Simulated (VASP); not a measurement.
# SnO (Pm-3m) in VASP: further runs

Aim: see how the results for SnO move with the level of theory and the settings. Levels: r2SCAN, PBE. Tasks: single point.

Program: VASP 6.6.1. These are calculated values, not measurements. Logs are shortened: lines on timing, memory, paths and dates and some standing lists are left out, and cuts for length are marked.

## (1) The cell of the first run

Symmetry: Pm-3m, No. 221, cubic system. The conventional cell has a = 3.121 Å, b = 3.121 Å, c = 3.121 Å, α = 90.00°, β = 90.00°, γ = 90.00°. Sn (site symmetry m-3m) has 8 O at 2.70 Å as nearest neighbours. Around O (site symmetry m-3m) lie 8 Sn at 2.70 Å.

The cell was built by a generator and needn't be a form met in nature.

## (2) Single point, r2SCAN (hydrostatic strain +0.6%)

INCAR reads:

```
  PREC = Accurate
  ENCUT = 520
  EDIFF = 1E-7
  ISMEAR = -1
  SIGMA = 0.02
  LREAL = F
  LASPH = T
  NELM = 100
  ALGO = Normal
  ISIF = 2
  LWAVE = F
  LCHARG = T
  METAGGA = R2SCAN
  LMIXTAU = T
  LELF = T
  LVHAR = T
  NBANDS = 17
```

KPOINTS reads:

```
Automatic mesh
0
Gamma
  8 8 8
```

POSCAR reads:

```
SnO
1.0
    3.1207858608      0.0000000000      0.0000000000
    0.0000000000      3.1207858608      0.0000000000
    0.0000000000      0.0000000000      3.1207858608
Sn O
1 1
Direct
    0.0000000000      0.0000000000      0.0000000000
    0.5000000000      0.5000000000      0.5000000000
```

Potentials or basis: VASP PAW PBE potentials, release 64 (Sn_d, O).

Launch:

```console
> cat potpaw_PBE.64/Sn_d/POTCAR potpaw_PBE.64/O/POTCAR > POTCAR
> mpirun -np 1 vasp_std > vasp.out
```

OUTCAR:

```text
PREC = Accurate
   ENCUT = 520
   EDIFF = 1E-7
   ISMEAR = -1
   LREAL = F
   LASPH = T
   NELM = 100
   ISIF = 2
   METAGGA = R2SCAN

 ion  position               nearest neighbor table
   1  0.000  0.000  0.000-   2 2.70   2 2.70   2 2.70   2 2.70   2 2.70   2 2.70   2 2.70   2 2.70

   2  0.500  0.500  0.500-   1 2.70   1 2.70   1 2.70   1 2.70   1 2.70   1 2.70   1 2.70   1 2.70

  LATTYP: Found a simple cubic cell.
 ALAT       =     3.1207858608

  Lattice vectors:

 A1 = (   3.1207858608,   0.0000000000,   0.0000000000)
 A2 = (   0.0000000000,   3.1207858608,   0.0000000000)
 A3 = (   0.0000000000,   0.0000000000,   3.1207858608)

Analysis of symmetry for initial positions (statically):
=====================================================================
 Subroutine PRICEL returns:
 Original cell was already a primitive cell.

 Routine SETGRP: Setting up the symmetry group for a
 simple cubic supercell.

 Subroutine GETGRP returns: Found 48 space group operations
 (whereof 48 operations were pure point group operations)
 out of a pool of 48 trial point group operations.

The static configuration has the point symmetry O_h .

Analysis of symmetry for dynamics (positions and initial velocities):
=====================================================================
 Subroutine PRICEL returns:
 Original cell was already a primitive cell.

 Routine SETGRP: Setting up the symmetry group for a
 simple cubic supercell.

 Subroutine GETGRP returns: Found 48 space group operations
 (whereof 48 operations were pure point group operations)
 out of a pool of 48 trial point group operations.

The dynamic configuration has the point symmetry O_h .

 Subroutine INISYM returns: Found 48 space group operations
 (whereof 48 operations are pure point group operations),
 and found     1 'primitive' translations

----------------------------------------------------------------------------------------

                                     Primitive cell

  volume of cell :      30.3943

  direct lattice vectors                    reciprocal lattice vectors
     3.120785861  0.000000000  0.000000000     0.320432111  0.000000000  0.000000000
     0.000000000  3.120785861  0.000000000     0.000000000  0.320432111  0.000000000
     0.000000000  0.000000000  3.120785861     0.000000000  0.000000000  0.320432111

  length of vectors
     3.120785861  3.120785861  3.120785861     0.320432111  0.320432111  0.320432111

  position of ions in fractional coordinates (direct lattice)
     0.000000000  0.000000000  0.000000000
     0.500000000  0.500000000  0.500000000

  ion indices of the primitive-cell ions
   primitive index   ion index
                 1           1
                 2           2

----------------------------------------------------------------------------------------

 KPOINTS: Automatic mesh

Automatic generation of k-mesh.
 Grid dimensions read from file:
 generate k-points for:    8    8    8

 Generating k-lattice:

  Cartesian coordinates                     Fractional coordinates (reciprocal lattice)
     0.040054014  0.000000000  0.000000000     0.125000000  0.000000000  0.000000000
     0.000000000  0.040054014  0.000000000     0.000000000  0.125000000  0.000000000
     0.000000000  0.000000000  0.040054014     0.000000000  0.000000000  0.125000000

  Length of vectors
     0.040054014  0.040054014  0.040054014

  Shift w.r.t. Gamma in fractional coordinates (k-lattice)
     0.000000000  0.000000000  0.000000000

 Subroutine IBZKPT returns following result:
 ===========================================

 Found     35 irreducible k-points:

 Following reciprocal coordinates:
            Coordinates               Weight
  0.000000  0.000000  0.000000      1.000000
  0.125000  0.000000  0.000000      6.000000
  0.250000  0.000000  0.000000      6.000000
  0.375000  0.000000  0.000000      6.000000
  0.500000  0.000000  0.000000      3.000000
  0.125000  0.125000  0.000000     12.000000
[... 16 lines left out ...]
  0.375000  0.375000  0.125000     24.000000
  0.500000  0.375000  0.125000     24.000000
 [... further k-points ...]
   k-points           NKPTS =     35   k-points in BZ     NKDIM =     35   number of bands    NBANDS=     17
   number of dos      NEDOS =    301   number of ions     NIONS =      2
   total plane-waves  NPLWV =  13824
   dimension x,y,z NGX =    24 NGY =   24 NGZ =   24
   dimension x,y,z NGXF=    48 NGYF=   48 NGZF=   48
   ions per type =               1   1
   NGX,Y,Z   is equivalent  to a cutoff of  12.78, 12.78, 12.78 a.u.
   NGXF,Y,Z  is equivalent  to a cutoff of  25.57, 25.57, 25.57 a.u.
 SYSTEM =  unknown system
   PREC   = accura    normal or accurate (medium, high low for compatibility)
   ISTART =      0    job   : 0-new  1-cont  2-samecut
   ICHARG =      2    charge: 1-file 2-atom 10-const
   ISPIN  =      1    spin polarized calculation?
   LNONCOLLINEAR =      F non collinear calculations
   LSORBIT =      F    spin-orbit coupling
   LASPH  =      T    aspherical Exc in radial PAW
   ENCUT  =  520.0 eV  38.22 Ry    6.18 a.u.   5.80  5.80  5.80*2*pi/ulx,y,z
   NELM   =    100;   NELMIN=  2; NELMDL= -5     # of ELM steps
   EDIFF  = 0.1E-06   stopping-criterion for ELM
   LREAL  =      F    real-space projection
   EDIFFG = 0.1E-05   stopping-criterion for IOM
   NSW    =      0    number of steps for IOM
   IBRION =     -1    ionic relax: 0-MD 1-quasi-New 2-CG
   NFREE  =      0    steps in history (QN), initial steepest desc. (CG)
   ISIF   =      2    stress and relaxation
   ISYM   =      2    0-nonsym 1-usesym 2-fastsym
   POTIM  = 0.5000    time-step for ionic-motion
   TEBEG  =    0.0;   TEEND  =   0.0 temperature during run
   PSTRESS=    0.0 pullay stress
   NELECT =      20.0000    total number of electrons
   NUPDOWN=      -1.0000    fix difference up-down
   EMIN   =  10.00;   EMAX   =-10.00  energy-range for DOS
   EFERMI =   0.00;   METHOD = LEGACY
   ISMEAR =    -1;   SIGMA  =   0.02  broadening in eV -4-tet -1-fermi 0-gaus
   EFERMI_NEDOS =   21; number of points for ismear=-14 and -15
   IALGO  =     38    algorithm
   IMIX   =      4    mixing-type and parameters
     AMIX     =   0.40;   BMIX     =  1.00
     AMIX_MAG =   1.60;   BMIX_MAG =  1.00
  volume/ion in A,a.u.               =      15.20       102.56
  Fermi-wavevector in a.u.,A,eV,Ry     =   1.423926  2.690831 27.586714  2.027566
  Thomas-Fermi vector in A             =   2.544472
   LORBIT       =      0    0 simple, 1 ext, 2 COOP (PROOUT), +10 PAW based schemes
   METAGGA = R2SCAN    functional components
   LHFCALC =     F    Hartree Fock is set to
   AEXX    =    0.0000 exact exchange contribution
   IVDW    =     0    specifies the selected vdW correction
   LEPSILON=     F    determine dielectric tensor
   LRPA    =     F    only Hartree local field effects (RPA)
 non-spin polarized calculation
  energy-cutoff  :      520.00
  volume of cell :       30.39
 maximum number of plane-waves:       840
 NGX is ok and might be reduce to    24
   NGX = 11   NGY = 11   NGZ = 11

 number of electron      19.9999986 magnetization

 Free energy of the ion-electron system (eV)
  ---------------------------------------------------
  ext. energy  EPLUGINS =         0.00000000
  ---------------------------------------------------
  free energy    TOTEN  =       -31.58276068 eV

  energy without entropy =      -31.58237382  energy(sigma->0) =      -31.58256725

 E-fermi :   8.2099     XC(G=0): -12.0197

 val. band max:        8.1588112020   @ k =   0.5000   0.1250   0.0000
 cond. band min:       8.2282078338   @ k =   0.5000   0.5000   0.5000
 fundamental gap:      0.0693966318
 Fermi energy:         8.2099303601

 k-point     1 :       0.0000    0.0000    0.0000
  band No.  band energies     occupation
      1     -14.4328      2.00000
      2     -14.4328      2.00000
      3     -14.0606      2.00000
      4     -14.0606      2.00000
      5     -14.0606      2.00000
      6     -10.9792      2.00000
[... 9 lines left out ...]
     16      28.0202      0.00000
     17      28.5848      0.00000

 k-point     2 :       0.1250    0.0000    0.0000
  band No.  band energies     occupation
      1     -14.4305      2.00000
      2     -14.3935      2.00000
      3     -14.0741      2.00000
      4     -14.0741      2.00000
      5     -14.0595      2.00000
      6     -10.8933      2.00000
[... 9 lines left out ...]
     16      26.5745      0.00000
     17      27.5839      0.00000

 k-point     3 :       0.2500    0.0000    0.0000
  band No.  band energies     occupation
      1     -14.4250      2.00000
      2     -14.2987      2.00000
      3     -14.1064      2.00000
      4     -14.1064      2.00000
      5     -14.0568      2.00000
      6     -10.6740      2.00000
[... 9 lines left out ...]
     16      23.9490      0.00000
     17      26.6665      0.00000

 k-point     4 :       0.3750    0.0000    0.0000
  band No.  band energies     occupation
      1     -14.4196      2.00000
      2     -14.2037      2.00000
      3     -14.1384      2.00000
      4     -14.1384      2.00000
      5     -14.0540      2.00000
      6     -10.4352      2.00000
[... 9 lines left out ...]
     16      24.1001      0.00000
     17      26.4306      0.00000

 k-point     5 :       0.5000    0.0000    0.0000
  band No.  band energies     occupation
      1     -14.4173      2.00000
      2     -14.1642      2.00000
      3     -14.1516      2.00000
      4     -14.1516      2.00000
      5     -14.0529      2.00000
      6     -10.3296      2.00000
[... 9 lines left out ...]
     16      26.0120      0.00000
     17      26.4712      0.00000

 k-point     6 :       0.1250    0.1250    0.0000
  band No.  band energies     occupation
      1     -14.4101      2.00000
      2     -14.3721      2.00000
      3     -14.0908      2.00000
      4     -14.0739      2.00000
      5     -14.0717      2.00000
      6     -10.8067      2.00000
[... 9 lines left out ...]
     16      25.1266      0.00000
     17      26.8939      0.00000

 k-point     7 :       0.2500    0.1250    0.0000
  band No.  band energies     occupation
      1     -14.3979      2.00000
      2     -14.2830      2.00000
      3     -14.1303      2.00000
      4     -14.1047      2.00000
      5     -14.0696      2.00000
      6     -10.5872      2.00000
[... 9 lines left out ...]
     16      23.4330      0.00000
     17      26.0717      0.00000

 k-point     8 :       0.3750    0.1250    0.0000
  band No.  band energies     occupation
      1     -14.3915      2.00000
      2     -14.1879      2.00000
      3     -14.1689      2.00000
      4     -14.1363      2.00000
      5     -14.0665      2.00000
      6     -10.3502      2.00000
[... 9 lines left out ...]
     16      24.7432      0.00000
     17      25.6643      0.00000
[... 203 lines left out ...]
      1     -14.3574      2.00000
      2     -14.1933      2.00000
      3     -14.1669      2.00000
      4     -14.1355      2.00000
      5     -14.0782      2.00000
      6     -10.1728      2.00000
[... 9 lines left out ...]
     16      23.0414      0.00000
     17      26.9945      0.00000

 k-point    20 :       0.2500    0.2500    0.1250
  band No.  band energies     occupation
      1     -14.3156      2.00000
      2     -14.2183      2.00000
      3     -14.1839      2.00000
      4     -14.1220      2.00000
      5     -14.1138      2.00000
      6     -10.3013      2.00000
[... 9 lines left out ...]
     16      23.3879      0.00000
     17      25.6294      0.00000

 k-point    21 :       0.3750    0.2500    0.1250
  band No.  band energies     occupation
      1     -14.2990      2.00000
      2     -14.2346      2.00000
      3     -14.1519      2.00000
      4     -14.1307      2.00000
      5     -14.1111      2.00000
      6     -10.0868      2.00000
[... 9 lines left out ...]
     16      24.0946      0.00000
     17      25.2106      0.00000

 k-point    22 :       0.5000    0.2500    0.1250
  band No.  band energies     occupation
      1     -14.2948      2.00000
      2     -14.2553      2.00000
      3     -14.1655      2.00000
      4     -14.1109      2.00000
      5     -14.0893      2.00000
      6      -9.9942      2.00000
[... 9 lines left out ...]
     16      24.5825      0.00000
     17      24.9210      0.00000

 k-point    23 :       0.3750    0.3750    0.1250
  band No.  band energies     occupation
      1     -14.2960      2.00000
      2     -14.2638      2.00000
      3     -14.1464      2.00000
      4     -14.1426      2.00000
      5     -14.0571      2.00000
      6      -9.8938      2.00000
[... 9 lines left out ...]
     16      23.4747      0.00000
     17      25.2098      0.00000

 k-point    24 :       0.5000    0.3750    0.1250
  band No.  band energies     occupation
      1     -14.3205      2.00000
      2     -14.2546      2.00000
      3     -14.1576      2.00000
      4     -14.1413      2.00000
      5     -14.0217      2.00000
      6      -9.8118      2.00000
[... 9 lines left out ...]
     16      23.3291      0.00000
     17      25.9582      0.00000

 [... further k-points ...]

------------------------ aborting loop because EDIFF is reached ----------------------------------------

  FORCE on cell =-STRESS in cart. coord.  units (eV):
  Direction    XX          YY          ZZ          XY          YZ          ZX
  --------------------------------------------------------------------------------------
  -------------------------------------------------------------------------------------
  Total       -0.2959488     -0.2959488     -0.2959488      0.0000000      0.0000000     -0.0000000
  in kB      -15.6003840    -15.6003840    -15.6003840      0.0000000      0.0000000     -0.0000000
  external PRESSURE =     -15.6003840 kB  Pullay stress =       0.0000000 kB

 VOLUME and BASIS-vectors are now :
 -----------------------------------------------------------------------------
  energy-cutoff  :      520.00
  volume of cell :       30.39
      direct lattice vectors                 reciprocal lattice vectors
     3.120785861  0.000000000  0.000000000     0.320432111  0.000000000  0.000000000
     0.000000000  3.120785861  0.000000000     0.000000000  0.320432111  0.000000000
     0.000000000  0.000000000  3.120785861     0.000000000  0.000000000  0.320432111

 POSITION                                       TOTAL-FORCE (eV/Angst)
 -----------------------------------------------------------------------------------
      0.00000      0.00000      0.00000         0.000000      0.000000      0.000000
      1.56039      1.56039      1.56039         0.000000      0.000000      0.000000
 -----------------------------------------------------------------------------------
    total drift:                                0.000000      0.000000     -0.000000

  FREE ENERGIE OF THE ION-ELECTRON SYSTEM (eV)
  ---------------------------------------------------
  free  energy   TOTEN  =       -31.5827606787 eV

  energy  without entropy=      -31.5823738203  energy(sigma->0) =      -31.58256725
```

Run time: 24 s. Hardware: 1 thread of Intel Xeon 6975P-C (Granite Rapids), shared host; peak memory 0.15 GiB.

What came out:

```yaml
Free_energy: -31.5828 eV
Pressure: -1.6 GPa
Band_gap_on_the_k_mesh: 0.07 eV, indirect (least direct gap 0.20 eV)
```

Caveat: the PAW data sets were made with another functional, which shifts forces and pressure a little; spin-orbit coupling is left out, which moves the levels of the heavy elements.

## (3) Single point, PBE (hydrostatic strain +0.6%)

INCAR reads:

```
SYSTEM = SnO
ALGO = Normal
EDIFF = 1E-7
ENCUT = 520
GGA = PE
ISIF = 2
ISMEAR = -1
LASPH = .TRUE.
LCHARG = .FALSE.
LREAL = .FALSE.
LWAVE = .FALSE.
NBANDS = 17
NELM = 100
PREC = Accurate
SIGMA = 0.02
```

KPOINTS reads:

```
k-points
0
G
  8 8 8
  0 0 0
```

POSCAR is that of step 2.

Potentials or basis: VASP PAW PBE potentials, release 64 (Sn_d, O).

Launch:

```console
> cat potpaw_PBE.64/Sn_d/POTCAR potpaw_PBE.64/O/POTCAR > POTCAR
> mpirun -np 1 vasp_std > vasp.out
```

Wall time 5.3 s (1 thread of Intel Xeon 6975P-C (Granite Rapids), shared host); peak memory 0.14 GiB.

Results (log left out):

| Property | Result |
| --- | --- |
| Free energy | -9.8322 eV |
| Pressure | 1.1 GPa |
| Band gap on the k mesh | none (metal or under the smearing width) |

Levels at points of the mesh, in eV from the Fermi level:
```csv
k point,band 7,band 8,band 9,band 10,band 11,band 12,band 13,band 14
"(0.00, 0.00, 0.00)",-7.56,-2.57,-2.57,-2.57,7.94,7.94,7.94,7.97
"(0.50, 0.00, 0.00)",-8.93,-1.82,-1.82,-1.14,0.38,7.08,7.08,11.00
"(0.50, 0.50, 0.00)",-5.51,-5.51,-4.84,-1.69,3.37,3.37,8.56,9.83
"(0.50, 0.50, 0.50)",-3.36,-3.36,-3.36,-1.41,-0.09,-0.09,-0.09,12.28
```
